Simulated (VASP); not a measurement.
# BeTe (F-43m) in VASP: settings compared

The runs below take BeTe through band structure, with LDA, PBEsol.

Everything below comes from runs of VASP 6.6.1. Logs are shortened: lines on timing, memory, paths and dates and some standing lists are left out, and cuts for length are marked.

## 1. The structure

The structure is cubic, space group F-43m (No. 216). Conventional cell: a = 5.540 Å, b = 5.540 Å, c = 5.540 Å, α = 90.00°, β = 90.00°, γ = 90.00°. Te (site symmetry -43m) has 4 Be at 2.40 Å as nearest neighbours. Around Be (site symmetry -43m) lie 4 Te at 2.40 Å.

## 2. Band structure, LDA

File POSCAR:

```
BeTe
1.0
    0.0000000000      2.7700000000      2.7700000000
    2.7700000000      0.0000000000      2.7700000000
    2.7700000000      2.7700000000      0.0000000000
Te Be
1 1
Direct
    0.7500000000      0.7500000000      0.7500000000
    0.0000000000      0.0000000000      0.0000000000
```

File INCAR.step1:

```
PREC = Accurate ; ENCUT = 520
EDIFF = 1E-6 ; ISMEAR = -1
SIGMA = 0.05 ; LREAL = False
LASPH = True ; NELM = 100
ALGO = Fast ; ISIF = 2
LWAVE = False ; LCHARG = True
NBANDS = 11
```

File KPOINTS.step1:

```
Automatic mesh
0
Gamma
  8 8 8
```

File INCAR.step2:

```
PREC = Accurate ; ENCUT = 520
EDIFF = 1E-6 ; ISMEAR = 0
SIGMA = 0.05 ; LREAL = False
LASPH = True ; NELM = 100
ALGO = Fast ; ISIF = 2
LWAVE = False ; LCHARG = False
NBANDS = 11 ; ICHARG = 11
```

File KPOINTS.step2:

```
path GXWKGLUWLK,UX
20
line-mode
reciprocal
 0.0000000000  0.0000000000  0.0000000000  G
 0.5000000000  0.0000000000  0.5000000000  X

 0.5000000000  0.0000000000  0.5000000000  X
 0.5000000000  0.2500000000  0.7500000000  W

 0.5000000000  0.2500000000  0.7500000000  W
 0.3750000000  0.3750000000  0.7500000000  K

 0.3750000000  0.3750000000  0.7500000000  K
 0.0000000000  0.0000000000  0.0000000000  G

 0.0000000000  0.0000000000  0.0000000000  G
 0.5000000000  0.5000000000  0.5000000000  L

 0.5000000000  0.5000000000  0.5000000000  L
 0.6250000000  0.2500000000  0.6250000000  U

 0.6250000000  0.2500000000  0.6250000000  U
 0.5000000000  0.2500000000  0.7500000000  W

 0.5000000000  0.2500000000  0.7500000000  W
 0.5000000000  0.5000000000  0.5000000000  L

 0.5000000000  0.5000000000  0.5000000000  L
 0.3750000000  0.3750000000  0.7500000000  K

 0.6250000000  0.2500000000  0.6250000000  U
 0.5000000000  0.0000000000  0.5000000000  X
```

Potentials or basis: VASP PAW LDA potentials, release 64 (Te, Be).

On the command line:

```
> cat potpaw_LDA.64/Te/POTCAR potpaw_LDA.64/Be/POTCAR > POTCAR
> cp INCAR.step1 INCAR
> cp KPOINTS.step1 KPOINTS
> mpirun -np 1 vasp_std > vasp.out
> cp INCAR.step2 INCAR
> cp KPOINTS.step2 KPOINTS
> mpirun -np 1 vasp_std > vasp.out
```

OUTCAR:

```text
PREC = Accurate
   ENCUT = 520
   EDIFF = 1E-6
   ISMEAR = 0
   LREAL = False
   LASPH = True
   NELM = 100
   ISIF = 2
   ICHARG = 11

 ion  position               nearest neighbor table
   1  0.750  0.750  0.750-   2 2.40   2 2.40   2 2.40   2 2.40
   2  0.000  0.000  0.000-   1 2.40   1 2.40   1 2.40   1 2.40

  LATTYP: Found a face centered cubic cell.
 ALAT       =     5.5400000000

  Lattice vectors:

 A1 = (   0.0000000000,   2.7700000000,   2.7700000000)
 A2 = (   2.7700000000,   0.0000000000,   2.7700000000)
 A3 = (   2.7700000000,   2.7700000000,   0.0000000000)

Analysis of symmetry for initial positions (statically):
=====================================================================
 Subroutine PRICEL returns:
 Original cell was already a primitive cell.

 Routine SETGRP: Setting up the symmetry group for a
 face centered cubic supercell.

 Subroutine GETGRP returns: Found 24 space group operations
 (whereof 24 operations were pure point group operations)
 out of a pool of 48 trial point group operations.

The static configuration has the point symmetry T_d .

Analysis of symmetry for dynamics (positions and initial velocities):
=====================================================================
 Subroutine PRICEL returns:
 Original cell was already a primitive cell.

 Routine SETGRP: Setting up the symmetry group for a
 face centered cubic supercell.

 Subroutine GETGRP returns: Found 24 space group operations
 (whereof 24 operations were pure point group operations)
 out of a pool of 48 trial point group operations.

The dynamic configuration has the point symmetry T_d .

 Subroutine INISYM returns: Found 24 space group operations
 (whereof 24 operations are pure point group operations),
 and found     1 'primitive' translations

----------------------------------------------------------------------------------------

                                     Primitive cell

  volume of cell :      42.5079

  direct lattice vectors                    reciprocal lattice vectors
     0.000000000  2.770000000  2.770000000    -0.180505415  0.180505415  0.180505415
     2.770000000  0.000000000  2.770000000     0.180505415 -0.180505415  0.180505415
     2.770000000  2.770000000  0.000000000     0.180505415  0.180505415 -0.180505415

  length of vectors
     3.917371568  3.917371568  3.917371568     0.312644550  0.312644550  0.312644550

  position of ions in fractional coordinates (direct lattice)
     0.750000000  0.750000000  0.750000000
     0.000000000  0.000000000  0.000000000

  ion indices of the primitive-cell ions
   primitive index   ion index
                 1           1
                 2           2

----------------------------------------------------------------------------------------

 KPOINTS: path GXWKGLUWLK,UX

Interpolating k-points between supplied coordinates.

 Line segments in fractional coordinates (reciprocal lattice):
    0.000000  0.000000  0.000000  ...  0.500000  0.000000  0.500000
    0.500000  0.000000  0.500000  ...  0.500000  0.250000  0.750000
    0.500000  0.250000  0.750000  ...  0.375000  0.375000  0.750000
    0.375000  0.375000  0.750000  ...  0.000000  0.000000  0.000000
    0.000000  0.000000  0.000000  ...  0.500000  0.500000  0.500000
    0.500000  0.500000  0.500000  ...  0.625000  0.250000  0.625000
    0.625000  0.250000  0.625000  ...  0.500000  0.250000  0.750000
    0.500000  0.250000  0.750000  ...  0.500000  0.500000  0.500000
    0.500000  0.500000  0.500000  ...  0.375000  0.375000  0.750000
    0.625000  0.250000  0.625000  ...  0.500000  0.000000  0.500000

 Generated    20 points on each line segment, for a total of    200 k-points:

 Following reciprocal coordinates:
            Coordinates               Weight
  0.000000  0.000000  0.000000      0.005000
  0.026316  0.000000  0.026316      0.005000
  0.052632  0.000000  0.052632      0.005000
  0.078947  0.000000  0.078947      0.005000
  0.105263  0.000000  0.105263      0.005000
  0.131579  0.000000  0.131579      0.005000
[... 16 lines left out ...]
  0.500000  0.026316  0.526316      0.005000
  0.500000  0.039474  0.539474      0.005000
 [... further k-points ...]
   k-points           NKPTS =    200   k-points in BZ     NKDIM =    200   number of bands    NBANDS=     11
   number of dos      NEDOS =    301   number of ions     NIONS =      2
   total plane-waves  NPLWV =  27000
   dimension x,y,z NGX =    30 NGY =   30 NGZ =   30
   dimension x,y,z NGXF=    60 NGYF=   60 NGZF=   60
   ions per type =               1   1
   NGX,Y,Z   is equivalent  to a cutoff of  12.73, 12.73, 12.73 a.u.
   NGXF,Y,Z  is equivalent  to a cutoff of  25.46, 25.46, 25.46 a.u.
 SYSTEM =  unknown system
   PREC   = accura    normal or accurate (medium, high low for compatibility)
   ISTART =      0    job   : 0-new  1-cont  2-samecut
   ICHARG =     11    charge: 1-file 2-atom 10-const
   ISPIN  =      1    spin polarized calculation?
   LNONCOLLINEAR =      F non collinear calculations
   LSORBIT =      F    spin-orbit coupling
   LASPH  =      T    aspherical Exc in radial PAW
   ENCUT  =  520.0 eV  38.22 Ry    6.18 a.u.   7.28  7.28  7.28*2*pi/ulx,y,z
   NELM   =    100;   NELMIN=  2; NELMDL=  0     # of ELM steps
   EDIFF  = 0.1E-05   stopping-criterion for ELM
   LREAL  =      F    real-space projection
   EDIFFG = 0.1E-04   stopping-criterion for IOM
   NSW    =      0    number of steps for IOM
   IBRION =     -1    ionic relax: 0-MD 1-quasi-New 2-CG
   NFREE  =      0    steps in history (QN), initial steepest desc. (CG)
   ISIF   =      2    stress and relaxation
   ISYM   =      2    0-nonsym 1-usesym 2-fastsym
   POTIM  = 0.5000    time-step for ionic-motion
   TEBEG  =    0.0;   TEEND  =   0.0 temperature during run
   PSTRESS=    0.0 pullay stress
   NELECT =       8.0000    total number of electrons
   NUPDOWN=      -1.0000    fix difference up-down
   EMIN   =  10.00;   EMAX   =-10.00  energy-range for DOS
   EFERMI =   0.00;   METHOD = LEGACY
   ISMEAR =     0;   SIGMA  =   0.05  broadening in eV -4-tet -1-fermi 0-gaus
   EFERMI_NEDOS =   21; number of points for ismear=-14 and -15
   IALGO  =     68    algorithm
   IMIX   =      4    mixing-type and parameters
     AMIX     =   0.40;   BMIX     =  1.00
     AMIX_MAG =   1.60;   BMIX_MAG =  1.00
  volume/ion in A,a.u.               =      21.25       143.43
  Fermi-wavevector in a.u.,A,eV,Ry     =   0.938170  1.772885 11.975354  0.880164
  Thomas-Fermi vector in A             =   2.065355
   LORBIT       =      0    0 simple, 1 ext, 2 COOP (PROOUT), +10 PAW based schemes
   GGA     = CA    functional components
   LHFCALC =     F    Hartree Fock is set to
   AEXX    =    0.0000 exact exchange contribution
   IVDW    =     0    specifies the selected vdW correction
   LEPSILON=     F    determine dielectric tensor
   LRPA    =     F    only Hartree local field effects (RPA)
 non-spin polarized calculation
 RMM-DIIS sequential band-by-band and
 Gauss-broadening in eV      SIGMA  =   0.05
  energy-cutoff  :      520.00
  volume of cell :       42.51
 maximum number of plane-waves:      1167
 NGX is ok and might be reduce to    30

 number of electron       8.0000000 magnetization

 Free energy of the ion-electron system (eV)
  ---------------------------------------------------
  ext. energy  EPLUGINS =         0.00000000
  ---------------------------------------------------
  free energy    TOTEN  =        -9.01811325 eV

  energy without entropy =       -9.01811325  energy(sigma->0) =       -9.01811325

 E-fermi :   5.7339     XC(G=0):  -9.4620

 val. band max:        5.5107648954   @ k =   0.0000   0.0000   0.0000
 cond. band min:       7.2618245709   @ k =   0.5000   0.0000   0.5000
 fundamental gap:      1.7510596755
 Fermi energy:         5.7338659234

 k-point     1 :       0.0000    0.0000    0.0000
  band No.  band energies     occupation
      1      -7.1407      2.00000
      2       5.5108      2.00000
      3       5.5108      2.00000
      4       5.5108      2.00000
      5       9.0539      0.00000
      6       9.0539      0.00000
      7       9.0539      0.00000
      8       9.6021      0.00000
      9      13.7663      0.00000
     10      15.8514      0.00000
     11      15.8514      0.00000

 k-point     2 :       0.0263    0.0000    0.0263
  band No.  band energies     occupation
      1      -7.1312      2.00000
      2       5.4458      2.00000
      3       5.4688      2.00000
      4       5.4688      2.00000
      5       9.0249      0.00000
      6       9.1094      0.00000
      7       9.1094      0.00000
      8       9.6786      0.00000
      9      13.7937      0.00000
     10      15.5495      0.00000
     11      15.8631      0.00000

 k-point     3 :       0.0526    0.0000    0.0526
  band No.  band energies     occupation
      1      -7.1030      2.00000
      2       5.2635      2.00000
      3       5.3506      2.00000
      4       5.3506      2.00000
      5       8.9536      0.00000
      6       9.2680      0.00000
      7       9.2680      0.00000
      8       9.8783      0.00000
      9      13.8647      0.00000
     10      15.0505      0.00000
     11      15.8954      0.00000
[... 267 lines left out ...]
 k-point    23 :       0.5000    0.0263    0.5263
  band No.  band energies     occupation
      1      -5.1487      2.00000
      2       0.1729      2.00000
      3       2.6490      2.00000
      4       2.6557      2.00000
      5       7.3170      0.00000
      6       8.1426      0.00000
      7      15.3575      0.00000
      8      15.3592      0.00000
      9      17.0961      0.00000
     10      18.6331      0.00000
     11      18.9425      0.00000

 k-point    24 :       0.5000    0.0395    0.5395
  band No.  band energies     occupation
      1      -5.1474      2.00000
      2       0.1853      2.00000
      3       2.6150      2.00000
      4       2.6302      2.00000
      5       7.3850      0.00000
      6       8.2032      0.00000
      7      15.2775      0.00000
      8      15.2783      0.00000
      9      17.0212      0.00000
     10      18.4044      0.00000
     11      18.7682      0.00000

 [... further k-points ...]

------------------------ aborting loop because EDIFF is reached ----------------------------------------

  FORCE on cell =-STRESS in cart. coord.  units (eV):
  Direction    XX          YY          ZZ          XY          YZ          ZX
  --------------------------------------------------------------------------------------
  -------------------------------------------------------------------------------------
  Total        0.0902430      0.0902430      0.0902430      0.0000000     -0.0000000      0.0000000
  in kB        3.4013782      3.4013782      3.4013782      0.0000000     -0.0000000      0.0000000
  external PRESSURE =       3.4013782 kB  Pullay stress =       0.0000000 kB

 VOLUME and BASIS-vectors are now :
 -----------------------------------------------------------------------------
  energy-cutoff  :      520.00
  volume of cell :       42.51
      direct lattice vectors                 reciprocal lattice vectors
     0.000000000  2.770000000  2.770000000    -0.180505415  0.180505415  0.180505415
     2.770000000  0.000000000  2.770000000     0.180505415 -0.180505415  0.180505415
     2.770000000  2.770000000  0.000000000     0.180505415  0.180505415 -0.180505415

 POSITION                                       TOTAL-FORCE (eV/Angst)
 -----------------------------------------------------------------------------------
      4.15500      4.15500      4.15500        -0.000000      0.000000     -0.000000
      0.00000      0.00000      0.00000         0.000000     -0.000000      0.000000
 -----------------------------------------------------------------------------------
    total drift:                               -0.000000     -0.000000     -0.000000

  FREE ENERGIE OF THE ION-ELECTRON SYSTEM (eV)
  ---------------------------------------------------
  free  energy   TOTEN  =        -9.0181132475 eV

  energy  without entropy=       -9.0181132475  energy(sigma->0) =       -9.01811325
```

Run time: 37 s. Hardware: 1 thread of Intel Xeon 6975P-C (Granite Rapids), shared host; peak memory 0.22 GiB.

What came out:

| Property | Result |
| --- | --- |
| Band gap on the k mesh | 1.75 eV, indirect (least direct gap 3.54 eV) |
| Band gap along the path | 1.75 eV, indirect (least direct gap 3.54 eV) |

Levels at the corners of the path, in eV from the valence-band top:
| point | band 1 | band 2 | band 3 | band 4 | band 5 | band 6 | band 7 | band 8 | band 9 |
| --- | --- | --- | --- | --- | --- | --- | --- | --- | --- |
| Γ | -12.65 | 0.00 | 0.00 | 0.00 | 3.54 | 3.54 | 3.54 | 4.09 | 8.26 |
| X | -10.66 | -5.35 | -2.83 | -2.83 | 1.75 | 2.58 | 9.91 | 9.91 | 11.65 |
| X | -10.66 | -5.35 | -2.83 | -2.83 | 1.75 | 2.58 | 9.91 | 9.91 | 11.65 |
| W | -10.62 | -4.74 | -3.98 | -3.47 | 5.21 | 5.42 | 5.59 | 6.38 | 11.00 |
| W | -10.62 | -4.74 | -3.98 | -3.47 | 5.21 | 5.42 | 5.59 | 6.38 | 11.00 |
| K | -10.68 | -4.95 | -4.18 | -2.40 | 2.56 | 5.24 | 7.99 | 8.36 | 9.21 |
| K | -10.68 | -4.95 | -4.18 | -2.40 | 2.56 | 5.24 | 7.99 | 8.36 | 9.21 |
| Γ | -12.65 | 0.00 | 0.00 | 0.00 | 3.54 | 3.54 | 3.54 | 4.09 | 8.26 |
| Γ | -12.65 | 0.00 | 0.00 | 0.00 | 3.54 | 3.54 | 3.54 | 4.09 | 8.26 |
| L | -11.19 | -5.86 | -1.22 | -1.22 | 3.19 | 4.53 | 4.53 | 7.63 | 10.96 |
| L | -11.19 | -5.86 | -1.22 | -1.22 | 3.19 | 4.53 | 4.53 | 7.63 | 10.96 |
| U | -10.68 | -4.95 | -4.18 | -2.40 | 2.56 | 5.24 | 7.99 | 8.36 | 9.21 |
| U | -10.68 | -4.95 | -4.18 | -2.40 | 2.56 | 5.24 | 7.99 | 8.36 | 9.21 |
| W | -10.62 | -4.74 | -3.98 | -3.47 | 5.21 | 5.42 | 5.59 | 6.38 | 11.00 |
| W | -10.62 | -4.74 | -3.98 | -3.47 | 5.21 | 5.42 | 5.59 | 6.38 | 11.00 |
| L | -11.19 | -5.86 | -1.22 | -1.22 | 3.19 | 4.53 | 4.53 | 7.63 | 10.96 |
| L | -11.19 | -5.86 | -1.22 | -1.22 | 3.19 | 4.53 | 4.53 | 7.63 | 10.96 |
| K | -10.68 | -4.95 | -4.18 | -2.40 | 2.56 | 5.24 | 7.99 | 8.36 | 9.21 |
| U | -10.68 | -4.95 | -4.18 | -2.40 | 2.56 | 5.24 | 7.99 | 8.36 | 9.21 |
| X | -10.66 | -5.35 | -2.83 | -2.83 | 1.75 | 2.58 | 9.91 | 9.91 | 11.65 |

Caveat: the log is that of the step along the path at fixed density, whose energy, stress, charges and moments have no meaning; spin-orbit coupling is left out, which moves the levels of the heavy elements. LDA gaps usually lie below the measured ones, often by a third to a half.

(Continued in part 2 of 2.)
